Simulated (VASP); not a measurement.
# GaN (P6_3mc) in VASP: band structure with PBE

Aim: the band structure of GaN with PBE.

Everything below comes from runs of VASP 6.6.1. Logs are shortened: lines on timing, memory, paths and dates and some standing lists are left out, and cuts for length are marked.

**1. Starting point**

It takes space group P6_3mc (No. 186, hexagonal). The conventional cell has a = 3.278 Å, b = 3.278 Å, c = 4.977 Å, α = 90.00°, β = 90.00°, γ = 120.00°. Ga (site symmetry 3m) has 4 N at 1.96 to 1.97 Å as nearest neighbours. N (site symmetry 3m) is surrounded by 4 Ga at 1.96 to 1.97 Å.

**2. Band structure, PBE**

POSCAR

```
GaN                                     
1.0
    3.2776997458      0.0000000000      0.0000000000
   -1.6388498728      2.8385712414      0.0000000000
   -0.0000000000      0.0000000000      4.9766122331
  Ga              N             
     2     2
Direct
     0.3333333300000021    0.6666666699999979    0.9894801796804353
     0.6666666699999979    0.3333333300000021    0.4894801796804353
     0.3333333300000021    0.6666666699999979    0.3855198203195647
     0.6666666699999979    0.3333333300000021    0.8855198203195647
```

INCAR.step1

```
PREC = Accurate
ENCUT = 520
EDIFF = 1E-7
ISMEAR = 0
SIGMA = 0.02
LREAL = F
LASPH = T
NELM = 100
ALGO = Normal
ISIF = 2
LWAVE = F
LCHARG = T
GGA = PE
```

KPOINTS.step1

```
regular mesh
0
Gamma
  3 3 1
```

INCAR.step2

```
PREC = Accurate
ENCUT = 520
EDIFF = 1E-7
ISMEAR = 0
SIGMA = 0.05
LREAL = F
LASPH = T
NELM = 100
ALGO = Normal
ISIF = 2
LWAVE = F
LCHARG = F
GGA = PE
ICHARG = 11
```

KPOINTS.step2

```
path GMKGALHA,LM,KH
10
line-mode
reciprocal
 0.0000000000  0.0000000000  0.0000000000  G
 0.5000000000  0.0000000000  0.0000000000  M

 0.5000000000  0.0000000000  0.0000000000  M
 0.3333333333  0.3333333333  0.0000000000  K

 0.3333333333  0.3333333333  0.0000000000  K
 0.0000000000  0.0000000000  0.0000000000  G

 0.0000000000  0.0000000000  0.0000000000  G
 0.0000000000  0.0000000000  0.5000000000  A

 0.0000000000  0.0000000000  0.5000000000  A
 0.5000000000  0.0000000000  0.5000000000  L

 0.5000000000  0.0000000000  0.5000000000  L
 0.3333333333  0.3333333333  0.5000000000  H

 0.3333333333  0.3333333333  0.5000000000  H
 0.0000000000  0.0000000000  0.5000000000  A

 0.5000000000  0.0000000000  0.5000000000  L
 0.5000000000  0.0000000000  0.0000000000  M

 0.3333333333  0.3333333333  0.0000000000  K
 0.3333333333  0.3333333333  0.5000000000  H
```

Potentials or basis: VASP PAW PBE potentials, release 64 (Ga_d, N).

The run is started by

```
$ cat potpaw_PBE.64/Ga_d/POTCAR potpaw_PBE.64/N/POTCAR > POTCAR
$ cp INCAR.step1 INCAR
$ cp KPOINTS.step1 KPOINTS
$ mpirun -np 1 vasp_std > vasp.out
$ cp INCAR.step2 INCAR
$ cp KPOINTS.step2 KPOINTS
$ mpirun -np 1 vasp_std > vasp.out
```

OUTCAR:

```text
PREC = Accurate
   ENCUT = 520
   EDIFF = 1E-7
   ISMEAR = 0
   LREAL = F
   LASPH = T
   NELM = 100
   ISIF = 2
   GGA = PE
   ICHARG = 11

 ion  position               nearest neighbor table
   1  0.333  0.667  0.989-   4 1.96   4 1.96   4 1.96   3 1.97
   2  0.667  0.333  0.489-   3 1.96   3 1.96   3 1.96   4 1.97
   3  0.333  0.667  0.386-   2 1.96   2 1.96   2 1.96   1 1.97
   4  0.667  0.333  0.886-   1 1.96   1 1.96   1 1.96   2 1.97

  LATTYP: Found a hexagonal cell.
 ALAT       =     3.2776997458
 C/A-ratio  =     1.5183246237

  Lattice vectors:

 A1 = (   3.2776997458,   0.0000000000,   0.0000000000)
 A2 = (  -1.6388498728,   2.8385712414,   0.0000000000)
 A3 = (   0.0000000000,   0.0000000000,   4.9766122331)

Analysis of symmetry for initial positions (statically):
=====================================================================
 Subroutine PRICEL returns:
 Original cell was already a primitive cell.

 Routine SETGRP: Setting up the symmetry group for a
 hexagonal supercell.

 Subroutine GETGRP returns: Found 12 space group operations
 (whereof  6 operations were pure point group operations)
 out of a pool of 24 trial point group operations.

The static configuration has the point symmetry C_3v.
 The point group associated with its full space group is C_6v.

Analysis of symmetry for dynamics (positions and initial velocities):
=====================================================================
 Subroutine PRICEL returns:
 Original cell was already a primitive cell.

 Routine SETGRP: Setting up the symmetry group for a
 hexagonal supercell.

 Subroutine GETGRP returns: Found 12 space group operations
 (whereof  6 operations were pure point group operations)
 out of a pool of 24 trial point group operations.

The dynamic configuration has the point symmetry C_3v.
 The point group associated with its full space group is C_6v.

 Subroutine INISYM returns: Found 12 space group operations
 (whereof  6 operations are pure point group operations),
 and found     1 'primitive' translations

----------------------------------------------------------------------------------------

                                     Primitive cell

  volume of cell :      46.3023

  direct lattice vectors                    reciprocal lattice vectors
     3.277699746  0.000000000  0.000000000     0.305092009  0.176144954  0.000000000
    -1.638849873  2.838571241  0.000000000     0.000000000  0.352289907  0.000000000
     0.000000000  0.000000000  4.976612233     0.000000000  0.000000000  0.200939907

  length of vectors
     3.277699746  3.277699742  4.976612233     0.352289907  0.352289907  0.200939907

  position of ions in fractional coordinates (direct lattice)
     0.333333330  0.666666670  0.989480180
     0.666666670  0.333333330  0.489480180
     0.333333330  0.666666670  0.385519820
     0.666666670  0.333333330  0.885519820

  ion indices of the primitive-cell ions
   primitive index   ion index
                 1           1
                 2           2
                 3           3
                 4           4

----------------------------------------------------------------------------------------

 KPOINTS: path GMKGALHA,LM,KH

Interpolating k-points between supplied coordinates.

 Line segments in fractional coordinates (reciprocal lattice):
    0.000000  0.000000  0.000000  ...  0.500000  0.000000  0.000000
    0.500000  0.000000  0.000000  ...  0.333333  0.333333  0.000000
    0.333333  0.333333  0.000000  ...  0.000000  0.000000  0.000000
    0.000000  0.000000  0.000000  ...  0.000000  0.000000  0.500000
    0.000000  0.000000  0.500000  ...  0.500000  0.000000  0.500000
    0.500000  0.000000  0.500000  ...  0.333333  0.333333  0.500000
    0.333333  0.333333  0.500000  ...  0.000000  0.000000  0.500000
    0.500000  0.000000  0.500000  ...  0.500000  0.000000  0.000000
    0.333333  0.333333  0.000000  ...  0.333333  0.333333  0.500000

 Generated    10 points on each line segment, for a total of     90 k-points:

 Following reciprocal coordinates:
            Coordinates               Weight
  0.000000  0.000000  0.000000      0.011111
  0.055556  0.000000  0.000000      0.011111
  0.111111  0.000000  0.000000      0.011111
  0.166667  0.000000  0.000000      0.011111
  0.222222  0.000000  0.000000      0.011111
  0.277778  0.000000  0.000000      0.011111
[... 16 lines left out ...]
  0.259259  0.259259  0.000000      0.011111
  0.222222  0.222222  0.000000      0.011111
 [... further k-points ...]
   k-points           NKPTS =     90   k-points in BZ     NKDIM =     90   number of bands    NBANDS=     22
   number of dos      NEDOS =    301   number of ions     NIONS =      4
   total plane-waves  NPLWV =  23040
   dimension x,y,z NGX =    24 NGY =   24 NGZ =   40
   dimension x,y,z NGXF=    48 NGYF=   48 NGZF=   80
   ions per type =               2   2
   NGX,Y,Z   is equivalent  to a cutoff of  12.17, 12.17, 13.36 a.u.
   NGXF,Y,Z  is equivalent  to a cutoff of  24.35, 24.35, 26.72 a.u.
 SYSTEM =  unknown system
   PREC   = accura    normal or accurate (medium, high low for compatibility)
   ISTART =      0    job   : 0-new  1-cont  2-samecut
   ICHARG =     11    charge: 1-file 2-atom 10-const
   ISPIN  =      1    spin polarized calculation?
   LNONCOLLINEAR =      F non collinear calculations
   LSORBIT =      F    spin-orbit coupling
   LASPH  =      T    aspherical Exc in radial PAW
   ENCUT  =  520.0 eV  38.22 Ry    6.18 a.u.   6.09  6.09  9.25*2*pi/ulx,y,z
   NELM   =    100;   NELMIN=  2; NELMDL=  0     # of ELM steps
   EDIFF  = 0.1E-06   stopping-criterion for ELM
   LREAL  =      F    real-space projection
   EDIFFG = 0.1E-05   stopping-criterion for IOM
   NSW    =      0    number of steps for IOM
   IBRION =     -1    ionic relax: 0-MD 1-quasi-New 2-CG
   NFREE  =      0    steps in history (QN), initial steepest desc. (CG)
   ISIF   =      2    stress and relaxation
   ISYM   =      2    0-nonsym 1-usesym 2-fastsym
   POTIM  = 0.5000    time-step for ionic-motion
   TEBEG  =    0.0;   TEEND  =   0.0 temperature during run
   PSTRESS=    0.0 pullay stress
   NELECT =      36.0000    total number of electrons
   NUPDOWN=      -1.0000    fix difference up-down
   EMIN   =  10.00;   EMAX   =-10.00  energy-range for DOS
   EFERMI =   0.00;   METHOD = LEGACY
   ISMEAR =     0;   SIGMA  =   0.05  broadening in eV -4-tet -1-fermi 0-gaus
   EFERMI_NEDOS =   21; number of points for ismear=-14 and -15
   IALGO  =     38    algorithm
   IMIX   =      4    mixing-type and parameters
     AMIX     =   0.40;   BMIX     =  1.00
     AMIX_MAG =   1.60;   BMIX_MAG =  1.00
  volume/ion in A,a.u.               =      11.58        78.12
  Fermi-wavevector in a.u.,A,eV,Ry     =   1.505364  2.844725 30.832428  2.266120
  Thomas-Fermi vector in A             =   2.616222
   LORBIT       =      0    0 simple, 1 ext, 2 COOP (PROOUT), +10 PAW based schemes
   GGA     = PE    functional components
   LHFCALC =     F    Hartree Fock is set to
   AEXX    =    0.0000 exact exchange contribution
   IVDW    =     0    specifies the selected vdW correction
   LEPSILON=     F    determine dielectric tensor
   LRPA    =     F    only Hartree local field effects (RPA)
 non-spin polarized calculation
 Gauss-broadening in eV      SIGMA  =   0.05
  energy-cutoff  :      520.00
  volume of cell :       46.30
 maximum number of plane-waves:      1266

 number of electron      36.0000011 magnetization

 Free energy of the ion-electron system (eV)
  ---------------------------------------------------
  ext. energy  EPLUGINS =         0.00000000
  ---------------------------------------------------
  free energy    TOTEN  =       -23.17900600 eV

  energy without entropy =      -23.17900600  energy(sigma->0) =      -23.17900600

 E-fermi :   5.6778     XC(G=0): -11.5858

 val. band max:        5.4491326375   @ k =   0.0000   0.0000   0.0000
 cond. band min:       7.0401198855   @ k =   0.0000   0.0000   0.0000
 fundamental gap:      1.5909872480
 Fermi energy:         5.6777669103

 k-point     1 :       0.0000    0.0000    0.0000
  band No.  band energies     occupation
      1     -10.6686      2.00000
      2      -9.7993      2.00000
      3      -8.2684      2.00000
      4      -8.2684      2.00000
      5      -8.2445      2.00000
      6      -8.2077      2.00000
[... 14 lines left out ...]
     21      14.3914      0.00000
     22      14.3917      0.00000

 k-point     2 :       0.0556    0.0000    0.0000
  band No.  band energies     occupation
      1     -10.6401      2.00000
      2      -9.7923      2.00000
      3      -8.2684      2.00000
      4      -8.2643      2.00000
      5      -8.2328      2.00000
      6      -8.2046      2.00000
[... 14 lines left out ...]
     21      14.1499      0.00000
     22      14.4926      0.00000

 k-point     3 :       0.1111    0.0000    0.0000
  band No.  band energies     occupation
      1     -10.5575      2.00000
      2      -9.7730      2.00000
      3      -8.2608      2.00000
      4      -8.2530      2.00000
      5      -8.2041      2.00000
      6      -8.1938      2.00000
[... 14 lines left out ...]
     21      13.6138      0.00000
     22      14.5914      0.00000
[... 476 lines left out ...]
 k-point    23 :       0.2593    0.2593    0.0000
  band No.  band energies     occupation
      1      -9.7870      2.00000
      2      -9.6587      2.00000
      3      -8.2521      2.00000
      4      -8.1251      2.00000
      5      -8.0778      2.00000
      6      -8.0764      2.00000
[... 14 lines left out ...]
     21      12.4520      0.00000
     22      12.7548      0.00000

 k-point    24 :       0.2222    0.2222    0.0000
  band No.  band energies     occupation
      1      -9.8796      2.00000
      2      -9.6611      2.00000
      3      -8.2394      2.00000
      4      -8.1517      2.00000
      5      -8.0970      2.00000
      6      -8.0834      2.00000
[... 14 lines left out ...]
     21      12.0704      0.00000
     22      12.4497      0.00000

 [... further k-points ...]

------------------------ aborting loop because EDIFF is reached ----------------------------------------

  FORCE on cell =-STRESS in cart. coord.  units (eV):
  Direction    XX          YY          ZZ          XY          YZ          ZX
  --------------------------------------------------------------------------------------
  -------------------------------------------------------------------------------------
  Total        1.9392915      1.9392915      7.1083988      0.0000000      0.0000000      0.0000000
  in kB       67.1043856     67.1043853    245.9685593      0.0000000      0.0000000      0.0000000
  external PRESSURE =     126.7257767 kB  Pullay stress =       0.0000000 kB

 VOLUME and BASIS-vectors are now :
 -----------------------------------------------------------------------------
  energy-cutoff  :      520.00
  volume of cell :       46.30
      direct lattice vectors                 reciprocal lattice vectors
     3.277699746  0.000000000  0.000000000     0.305092009  0.176144954  0.000000000
    -1.638849873  2.838571241  0.000000000     0.000000000  0.352289907  0.000000000
     0.000000000  0.000000000  4.976612233     0.000000000  0.000000000  0.200939907

 POSITION                                       TOTAL-FORCE (eV/Angst)
 -----------------------------------------------------------------------------------
     -0.00000      1.89238      4.92426        -0.000000      0.000000      0.450502
      1.63885      0.94619      2.43595         0.000000     -0.000000      0.450502
     -0.00000      1.89238      1.91858        -0.000000      0.000000     -0.450502
      1.63885      0.94619      4.40689         0.000000      0.000000     -0.450502
 -----------------------------------------------------------------------------------
    total drift:                               -0.000011      0.000004      0.031454

  FREE ENERGIE OF THE ION-ELECTRON SYSTEM (eV)
  ---------------------------------------------------
  free  energy   TOTEN  =       -23.1790059992 eV

  energy  without entropy=      -23.1790059992  energy(sigma->0) =      -23.17900600
```

Wall time 40 s (1 thread of Intel Xeon Platinum 8259CL at 2.50GHz (Skylake/Cascade Lake), shared host); peak memory 0.2 GiB.

What came out:

```
Band gap on the k mesh  : 1.59 eV, direct
Band gap along the path : 1.59 eV, direct
```

Levels at the corners of the path, in eV from the valence-band top:
| point | band 14 | band 15 | band 16 | band 17 | band 18 | band 19 | band 20 | band 21 | band 22 |
| --- | --- | --- | --- | --- | --- | --- | --- | --- | --- |
| Γ | -1.59 | -1.59 | -0.41 | -0.41 | 0.00 | 1.59 | 3.07 | 8.94 | 8.94 |
| M | -5.40 | -4.21 | -3.28 | -2.20 | -1.36 | 4.20 | 5.19 | 6.37 | 8.30 |
| M | -5.40 | -4.21 | -3.28 | -2.20 | -1.36 | 4.20 | 5.19 | 6.37 | 8.30 |
| K | -5.54 | -5.54 | -3.04 | -3.04 | -2.88 | 5.60 | 7.19 | 7.19 | 7.98 |
| K | -5.54 | -5.54 | -3.04 | -3.04 | -2.88 | 5.60 | 7.19 | 7.19 | 7.98 |
| Γ | -1.59 | -1.59 | -0.41 | -0.41 | 0.00 | 1.59 | 3.07 | 8.94 | 8.94 |
| Γ | -1.59 | -1.59 | -0.41 | -0.41 | 0.00 | 1.59 | 3.07 | 8.94 | 8.94 |
| A | -3.60 | -1.00 | -1.00 | -1.00 | -1.00 | 3.68 | 3.68 | 8.35 | 8.35 |
| A | -3.60 | -1.00 | -1.00 | -1.00 | -1.00 | 3.68 | 3.68 | 8.35 | 8.35 |
| L | -6.85 | -2.40 | -2.40 | -1.68 | -1.68 | 4.26 | 4.26 | 7.40 | 7.40 |
| L | -6.85 | -2.40 | -2.40 | -1.68 | -1.68 | 4.26 | 4.26 | 7.40 | 7.40 |
| H | -6.51 | -4.44 | -4.44 | -1.25 | -1.25 | 6.46 | 6.46 | 7.40 | 7.40 |
| H | -6.51 | -4.44 | -4.44 | -1.25 | -1.25 | 6.46 | 6.46 | 7.40 | 7.40 |
| A | -3.60 | -1.00 | -1.00 | -1.00 | -1.00 | 3.68 | 3.68 | 8.35 | 8.35 |
| L | -6.85 | -2.40 | -2.40 | -1.68 | -1.68 | 4.26 | 4.26 | 7.40 | 7.40 |
| M | -5.40 | -4.21 | -3.28 | -2.20 | -1.36 | 4.20 | 5.19 | 6.37 | 8.30 |
| K | -5.54 | -5.54 | -3.04 | -3.04 | -2.88 | 5.60 | 7.19 | 7.19 | 7.98 |
| H | -6.51 | -4.44 | -4.44 | -1.25 | -1.25 | 6.46 | 6.46 | 7.40 | 7.40 |

Caveat: the k mesh is coarse (spacing up to 1.26 Å⁻¹), so the values aren't converged; the log is that of the step along the path at fixed density, whose energy, stress, charges and moments have no meaning.
